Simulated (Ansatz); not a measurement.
**1T-PbSTe monolayer in a perpendicular field**

Aim: how the 1T-PbSTe monolayer screens a field along its normal, and what the field does to its bands. A positive field points along +c.

Program: Ansatz 0.2.0. Level of theory: plane-wave DFT, PBE-D3(BJ), Ansatz PAW, in the first sound run; inputs show where later runs differ. Results are calculated unless marked as measured.

This is a report of a sequence of runs, with most program output left out.

## (1) The structure

The cell holds 3 atoms: 1 Te, 1 Pb and 1 S. Its edges and angles: a = 3.646 Å, b = 3.646 Å, c = 36.633 Å, α = 90.0°, β = 90.0°, γ = 120.0°. Vacuum lies along c.

## (2) Relaxing the slab

The starting cell is a guess, so the in-plane lattice and the atoms are relaxed first, with the slab cut off from its images along the normal.

Contents of input.yaml:

```yaml
crystal:
  lattice:
    - [3.645692, 0.0, 0.0]
    - [-1.822846, 3.1572618864, 0.0]
    - [0.0, 0.0, 36.6327315422]
  atoms:
    - { symbol: Te, position: [0.6666666667, 0.3333333333, 0.461336059] }
    - { symbol: Pb, position: [0.0, 0.0, 0.5081060458] }
    - { symbol: S, position: [0.3333333333, 0.6666666667, 0.538663941] }
  periodic: [true, true, false]
kpoints:
  mp_grid: { grid: [12, 12, 1] }
hamiltonian:
  xc: pbe
  dispersion: d3bj
scf:
  occupations: { method: fermi_dirac, width: 0.05 }
  convergence: { dr2_threshold: 1.0e-09 }
relax:
  f_tol: 0.004
  max_steps: 90
  cell: {}
output:
  write_potential: true
  write_density: true
  volumetric_format: npy
```

Launch:

```sh
$ ansatz run input.yaml --threads 2 --pin off --max-ram 3072MiB --backend cpu --events-out ev --progress --plain --runs-dir out
```

It took 34 s on 2 threads of AMD EPYC 9R45, shared host; peak memory 0.76 GiB; 66 s of CPU time.

Step by step:

```
step  energy less that of the first step (eV)  largest force component (eV/Å)  volume (Å³)
   1                                   0.0000                          6.0297       421.66
   2                                  -1.7816                          3.1942       429.64
   3                                  -2.5803                          1.0229       446.83
   4                                  -2.7463                          0.5363       463.18
   5                                  -2.8208                          0.0228       466.96
   6                                  -2.8290                          0.0597       459.25
   7                                  -2.8324                          0.0252       450.72
   8                                  -2.8324                          0.0023       451.05
  9*                                  -2.8331                          0.0024       451.05
```

Relaxation steps marked * repeat the geometry before them on a plane-wave basis chosen anew for their cell, so energy and pressure can jump there.

Forces are held to the 6 operations that the run works with; a distortion that breaks them can't arise in this run.

```
cell as run  before  after  change
      a (Å)   3.646  3.771  +3.4 %
      b (Å)   3.646  3.771  +3.4 %
```

The atoms that moved most (Å, along periodic axes as changes of fractional coordinates times the final cell, across vacuum about the mean position):

```
atom     dx     dy      dz  length
 Te1  0.000  0.000  -0.667   0.667
  S3  0.000  0.000   0.548   0.548
 Pb2  0.000  0.000   0.120   0.120
```

The relaxed structure:

```xyz
3
Lattice="3.7706 0.0000 0.0000 -1.8853 3.2655 0.0000 0.0000 0.0000 36.6327" Properties=species:S:1:pos:R:3
Te    1.8853    1.0885   16.2326
Pb    0.0000    0.0000   18.7329
S     0.0000    2.1770   20.2805
```

Numbers from this step:

| Quantity | Value |
| --- | --- |
| energy at zero smearing | -19788.9760 eV |

The lattice constant a goes from 3.646 to 3.771 Å.

## (3) Atoms held, field 0

A sawtooth potential applies the field, turning back in the middle of the vacuum. With the dipole correction the typed value is the field outside the slab. The induced dipole is small, so the SCF threshold is tight.

The cell differs from the one that the last finished run ended in (c 36.633 → 22.048 Å).

Contents of input.yaml:

```yaml
crystal:
  lattice:
    - [3.7706306735, 0.0, 0.0]
    - [-1.8853153367, 3.2654619515, 0.0]
    - [0.0, 0.0, 22.0478884604]
  atoms:
    - { symbol: Te, position: [0.6666666667, 0.3333333333, 0.4082023553] }
    - { symbol: Pb, position: [0.0, 0.0, 0.5216021594] }
    - { symbol: S, position: [0.3333333333, 0.6666666667, 0.5917976447] }
kpoints:
  mp_grid: { grid: [18, 18, 1] }
  band_path:
    path: [[0, 0, 0], [0.5, 0, 0], [0.33333333, 0.33333333, 0], [0, 0, 0]]
    npoints: 16
hamiltonian:
  xc: pbe
  dispersion: d3bj
scf:
  occupations: { method: fermi_dirac, width: 0.02585 }
  convergence: { dr2_threshold: 1.0e-10 }
efield:
  axis: 3
  dipole_correction: true
  ramp_position: 0.97
  ramp_width: 0.06
  amplitude: 0
output:
  dos: { projected: true, e_range: [-6, 5] }
  bader: true
  write_potential: true
  write_density: true
  volumetric_format: npy
  elf: true
```

Run time: 11 s. Hardware: 2 threads; peak memory 0.68 GiB.

This step gave:

```
energy at zero smearing        : -19788.9762 eV
work function, upper face      : 5.949 eV
work function, lower face      : 5.182 eV
dipole along the normal        : -0.05214 e·Å
step between the vacuum levels : 0.7663 eV
```

Running mean over a fixed 2.8 Å (it still follows the layers) of the planar mean; the ramp of the sawtooth is left out. Electron's electrostatic potential energy less the Fermi level against z:

z (Å), electron's electrostatic potential energy less the Fermi level (eV) and a bar from the least value:
```
     2.94       5.18 ############################
     3.38       5.18 ############################
     3.82       5.18 ############################
     4.26       5.18 ############################
     4.70       5.18 ############################
     5.14       5.18 ############################
     5.59       5.16 ############################
     6.03       5.09 ############################
     6.47       4.87 ###########################
     6.91       4.13 ##########################
     7.35       3.08 #######################
     7.79       2.38 #####################
     8.23       1.33 ###################
     8.67       0.39 ################
     9.11      -0.14 ###############
     9.55      -0.96 #############
    10.00      -2.04 ##########
    10.44      -3.55 ######
    10.88      -4.62 ####
    11.17      -4.86 ###
    11.61      -5.58 #
    12.05      -6.15 
    12.49      -5.18 ##
    12.93      -3.02 ########
    13.38      -0.72 #############
    13.82       1.16 ##################
    14.26       2.81 ######################
    14.70       4.38 ##########################
    15.14       5.48 #############################
    15.58       5.83 ##############################
    16.02       5.92 ##############################
    16.46       5.94 ##############################
    16.90       5.95 ##############################
    17.34       5.95 ##############################
    17.79       5.95 ##############################
    18.23       5.95 ##############################
    18.67       5.95 ##############################
    19.11       5.95 ##############################
```

The density of states has structure finer than the step of the table below, so its rows give means over 0.25 eV, whole bins alone (the curve runs from -6 to 1.99 eV). Peaks (eV: height): -2.910: 4.83, -2.310: 4.56, -1.950: 5.63, -1.670: 5.74, -1.560: 7.00, -1.090: 4.57, 0.200: 4.36.

The density of states by energy, zero at the Fermi level; means over each step:

```
energy (eV)  density of states (states/eV a cell)
      -4.50                                     0
      -4.25                                 0.431
      -4.00                                  1.33
      -3.75                                  1.95
      -3.50                                  1.28
      -3.25                                  2.04
      -3.00                                  2.42
      -2.75                                  2.23
      -2.50                                  2.44
      -2.25                                  2.40
      -2.00                                  3.21
      -1.75                                  4.39
      -1.50                                  3.26
      -1.25                                  1.42
      -1.00                                  2.59
      -0.75                                  1.16
      -0.50                                  2.02
      -0.25                                  2.35
       0.00                                  2.93
       0.25                                  2.37
       0.50                                  1.85
       0.75                                  1.45
       1.00                                 0.680
       1.25                                 0.331
       1.50                                     0
```

Projected DOS per atom over height of the atomic layer and energy from the Fermi level. Layers: Te Pb S from below.

Values in states/eV, 22 rows by 3 columns, each cell a mean:
```
0.00 0.00 0.00
0.02 0.00 0.00
0.55 0.02 0.01
0.98 0.17 0.32
1.13 0.27 0.48
1.79 0.40 0.74
1.29 0.36 0.72
0.92 0.07 0.29
1.16 0.12 0.96
1.24 0.30 1.43
1.59 0.59 2.30
0.74 0.38 1.30
0.79 0.44 1.10
0.95 0.63 1.13
0.50 0.54 0.78
0.46 0.55 0.66
0.51 0.43 0.39
0.04 0.03 0.02
0.00 0.00 0.00
0.00 0.00 0.00
0.00 0.00 0.00
0.00 0.00 0.00
```
Columns: height of the atomic layer (Å) from 9 to 13.0 (not evenly spaced); rows upwards: energy from the Fermi level (eV) from -5.96 to 1.96.

The electronic bands at the labelled points (eV, zero at the Fermi level):

```
  point  band 15  band 16  band 17  band 18  band 19  band 20  band 21  band 22
      Γ    -0.87    -0.87     0.10     1.31     1.31     3.42     4.94     5.03
halfway    -1.99    -1.47    -1.44     0.33     0.59     3.08     4.62     5.14
      M    -2.89    -1.93    -1.78    -0.48     0.06     2.83     3.72     4.86
halfway    -3.07    -2.52    -1.69    -1.03    -0.22     3.06     3.84     4.51
      K    -3.18    -3.11    -1.94    -1.02    -0.58     3.16     3.39     4.98
halfway    -2.35    -1.88    -1.44    -0.31     0.57     3.41     4.16     4.91
      Γ    -0.87    -0.87     0.10     1.31     1.31     3.42     4.94     5.03
```

Valence density in the ca plane at fractional y = 0.000, with atoms of Pb within 0.2 Å of it. It is the smooth field of the valence electrons, not physical close to the nuclei.

Ten steps, logarithmic in the rise over the least value, from '0' (0.00 × 1e0 e/Å³) to '9' (8.65 × 1e0 e/Å³), each cell a mean:
```
00000000000000000011112579975210000000000000
00000000000000000111112357764211000000000000
00000000000000001222222234433221100000000000
00000000000000011233221112222332100000000000
00000000000000012333321111122332210000000000
00000000000000012233321111122332110000000000
00000000000000001222221223332222100000000000
00000000000000001122212345643211000000000000
00000000000000000111112468874210000000000000
00000000000000000011112589985310000000000000
```
Columns run along c (16.0 Å, from fractional 0.10 to 0.83 of the cell), rows up along a (3.8 Å). Atoms in or near the plane, at fractional coordinates: Pb at (0.52, 0.00).

Electrostatic potential energy in the ca plane at fractional y = 0.000, with atoms of Pb within 0.2 Å of it. With pseudopotentials it is smooth inside the atoms' cores, unlike the true potential.

Values in eV, 6 rows by 16 columns, each cell a mean:
```
  4   4   4   4   3   1 -19 -34 -12   3   4   4   4   4   4   4
  4   4   4   3   0   0  -4 -16  -2   3   4   4   4   4   4   4
  4   4   4   2  -6  -4   1   0  -1   1   4   4   4   4   4   4
  4   4   4   3  -4  -3   0  -2  -1   2   4   4   4   4   4   4
  4   4   4   3   1   0  -9 -25  -4   3   4   4   4   4   4   4
  4   4   4   4   3   1 -22 -31 -14   3   4   4   4   4   4   4
```
Columns run along c (16.0 Å, from fractional 0.19 to 0.92 of the cell; values clipped at the 3rd and 97th percentile), rows up along a (3.8 Å). Atoms in or near the plane, at fractional coordinates: Pb at (0.52, 0.00).

ELF in the ca plane at fractional y = 0.000, with atoms of Pb within 0.2 Å of it. It is the smooth field of the valence electrons, not physical close to the nuclei.

Ten even steps from '0' (0.00) to '9' (0.78), each cell a mean:
```
00000000000000001111113530024210000000000000
00000000000000012343323454343222100000000000
00000000000000246776543344433466421000000000
00000000000001368877764222235899752100000000
00000000000002478877775211247999963100000000
00000000000002478877774211236899863100000000
00000000000001257877653333334677642000000000
00000000000000124555433455443333210000000000
00000000000000001222123541134210000000000000
00000000000000000111114520024210000000000000
```
Columns run along c (16.0 Å, from fractional 0.10 to 0.83 of the cell), rows up along a (3.8 Å). Atoms in or near the plane, at fractional coordinates: Pb at (0.52, 0.00).

The work function of the upper face is 5.95 eV.

## (4) Atoms held, field 0.1 V/Å

input.yaml, as its differences from that of step 3:

```diff
@@ -25,6 +25,4 @@
   ramp_width: 0.06
-  amplitude: 0
+  amplitude: 0.1
 output:
-  dos: { projected: true, e_range: [-6, 5] }
-  bader: true
   write_potential: true
@@ -32,2 +30 @@
   volumetric_format: npy
-  elf: true
```

Wall time 6.9 s (2 threads); peak memory 0.66 GiB; 14 s of CPU time.

The dipole is -0.00892 e·Å, 0.0432 e·Å from its value without field.

## (5) Atoms held, field -0.1 V/Å

input.yaml, as its differences from that of step 4:

```diff
@@ -25,3 +25,3 @@
   ramp_width: 0.06
-  amplitude: 0.1
+  amplitude: -0.1
 output:
```

The job ended after 6.7 s (2 threads; peak memory 0.65 GiB).

The dipole is -0.0953 e·Å, -0.0432 e·Å from its value without field.

## (6) Atoms held, field 0.5 V/Å

input.yaml, as its differences from that of step 5:

```diff
@@ -25,3 +25,3 @@
   ramp_width: 0.06
-  amplitude: -0.1
+  amplitude: 0.5
 output:
```

Run time: 7.2 s. Hardware: 2 threads; peak memory 0.65 GiB.

The dipole is 0.165 e·Å, 0.217 e·Å from its value without field.

## (7) Atoms held, field -0.3 V/Å

input.yaml, as its differences from that of step 6:

```diff
@@ -25,4 +25,6 @@
   ramp_width: 0.06
-  amplitude: 0.5
+  amplitude: -0.3
 output:
+  dos: { projected: true, e_range: [-6, 5] }
+  bader: true
   write_potential: true
@@ -30 +32,2 @@
   volumetric_format: npy
+  elf: true
```

The job ended after 12 s (2 threads; peak memory 0.66 GiB).

The dipole is -0.182 e·Å, -0.130 e·Å from its value without field.

## (8) Response, atoms held

This step: plane-wave DFT, PBE-D3(BJ), Ansatz PAW; response to a field along the normal, atoms held (Ansatz 0.2.0).

The dipoles give the slope, and the difference of two potentials shows where the field is screened.

This step gave:

```yaml
equivalent_conductor_thickness_p_eps_0ae: 6.350 Å
distance_between_the_outer_atoms: 4.048 Å
```

Table of dipole of the cell by applied field:

```
applied field (V/Å)  dipole of the cell (e·Å)
             -0.300                    -0.182
             -0.100                   -0.0953
              0.000                   -0.0521
              0.100                  -0.00892
              0.500                     0.165
```

Local field over the applied field, running mean. From the potentials at -0.1 and 0.1 V/Å; running mean over 2.5 Å. The local field over applied field by z:

z (Å), local field over applied field and a bar:
```
      4.5      0.997 ##############################
      5.0      0.992 ##############################
      5.5      0.978 #############################
      6.0      0.943 ############################
      6.5      0.864 ##########################
      7.0      0.725 ######################
      7.5      0.549 ################
      8.0      0.372 ###########
      8.5      0.210 ######
      9.0      0.084 ##
      9.5      0.025 
     10.0      0.015 
     10.5      0.015 
     11.0      0.014 
     11.5      0.023 
     12.0      0.039 #
     12.5      0.070 ##
     13.0      0.164 #####
     13.5      0.318 #########
     14.0      0.498 ###############
     14.5      0.676 ####################
     15.0      0.833 #########################
     15.5      0.931 ############################
     16.0      0.976 #############################
     16.5      0.992 ##############################
     17.0      0.998 ##############################
     17.5      0.999 ##############################
```

Electrons, planar mean, per unit field. The induced electron density by z:

```
z (Å)  induced electron density (e/Å³ per V/Å)
  4.5                                   1.1e-5
  5.0                                   3.3e-5
  5.5                                   9.9e-5
  6.0                                   2.8e-4
  6.5                                   7.3e-4
  7.0                                  0.00171
  7.5                                  0.00319
  8.0                                  0.00335
  8.5                                  0.00105
  9.0                                   2.1e-4
  9.5                                   5.7e-4
 10.0                                   1.4e-4
 10.5                                  -7.0e-4
 11.0                                  -3.3e-4
 11.5                                   5.0e-4
 12.0                                   2.6e-4
 12.5                                  -6.4e-4
 13.0                                  -6.0e-4
 13.5                                 -0.00255
 14.0                                 -0.00373
 14.5                                 -0.00224
 15.0                                  -9.1e-4
 15.5                                  -3.3e-4
 16.0                                  -1.1e-4
 16.5                                  -3.2e-5
 17.0                                  -9.3e-6
 17.5                                  -2.6e-6
```

By hand: between -0.1 and 0.1 V/Å the dipole changes by 0.08642 e·Å, a slope of 0.4321 e·Å²/V. A perfect conductor of thickness t has p = ε₀AEt, so t = 180.95 × 0.4321 / 12.313 = 6.35 Å (e/ε₀ = 180.95 V·Å, A in Å²).

The induced dipole is that of a conductor 6.35 Å thick.

## (9) With spin-orbit coupling, k-mesh 12×12×1

This step: plane-wave DFT, PBE, fully relativistic PAW with spin-orbit coupling (Ansatz 0.2.0).

Heavy atoms split their bands by spin-orbit coupling, so this run uses fully relativistic files and two-component states.

Contents of input.yaml:

```yaml
crystal:
  lattice:
    - [3.7706306735, 0.0, 0.0]
    - [-1.8853153367, 3.2654619515, 0.0]
    - [0.0, 0.0, 22.0478884604]
  atoms:
    - { symbol: Te, position: [0.6666666667, 0.3333333333, 0.4082023553] }
    - { symbol: Pb, position: [0.0, 0.0, 0.5216021594] }
    - { symbol: S, position: [0.3333333333, 0.6666666667, 0.5917976447] }
kpoints:
  mp_grid: { grid: [12, 12, 1] }
  band_path: { path: [[0, 0, 0], [0.12, 0, 0]], npoints: 24 }
hamiltonian:
  xc: pbe
  pseudopotentials: { kind: paw_fr }
magnetization:
  noncollinear: true
  spin_orbit: true
scf:
  occupations: { method: fermi_dirac, width: 0.02585 }
  convergence: { dr2_threshold: 1.0e-09 }
efield:
  axis: 3
  dipole_correction: true
  ramp_position: 0.97
  ramp_width: 0.06
  amplitude: 0
output:
  write_potential: true
  write_density: true
  volumetric_format: npy
```

The job ended after 22 s (2 threads; peak memory 1.3 GiB).

Numbers from this step:

```
energy at zero smearing        : -19829.4914 eV
work function, upper face      : 5.887 eV
work function, lower face      : 5.103 eV
dipole along the normal        : -0.05333 e·Å
step between the vacuum levels : 0.7838 eV
```

Electronic bands along the path, in eV, zero at the Fermi level:

```
  point  band 29  band 30  band 31  band 32  band 33  band 34  band 35  band 36
      Γ    -1.02    -1.02    -0.86    -0.86     0.02     0.02     0.98     0.98
halfway    -1.24    -1.20    -0.96    -0.95     0.04     0.18     0.76     0.89
    end    -1.70    -1.69    -1.10    -1.08    -0.23     0.12     0.37     0.75
```

The work function of the upper face is 5.89 eV.

## (10) Spin splitting near the zone centre, field 0

This step: plane-wave DFT, PBE, fully relativistic PAW with spin-orbit coupling; spin splitting near the zone centre (Ansatz 0.2.0).

Levels that meet at the zone centre are followed outwards; a split that grows in proportion to k gives the Rashba parameter as ΔE/2k.

Numbers from this step:

```yaml
largest_split_over_2k_that_stays_linear_in_k: 0.4539 eV Å
```

[end of part 1 of 2]

[Logs are printed without paths, hosts, clocks, repeated set-up lines and the standing remarks that a program may print on its own settings, such as how far it seeks lower states.]

[Hosts, paths, dates, database ids (printed as entryN), source tags and the programs' standing remarks are cut or masked in the printed files.]

[Maps of the electrostatic potential energy from Ansatz leave out the sawtooth potential of an applied field or a dipole correction, so their vacuum need not be flat; planar profiles and work functions include it.]

[The density of states shown here was stored with 400 of the rows of the run's finer table, so its peaks can read low, often by over a quarter, or be missed, and its means over a window can be off by a tenth or more.]
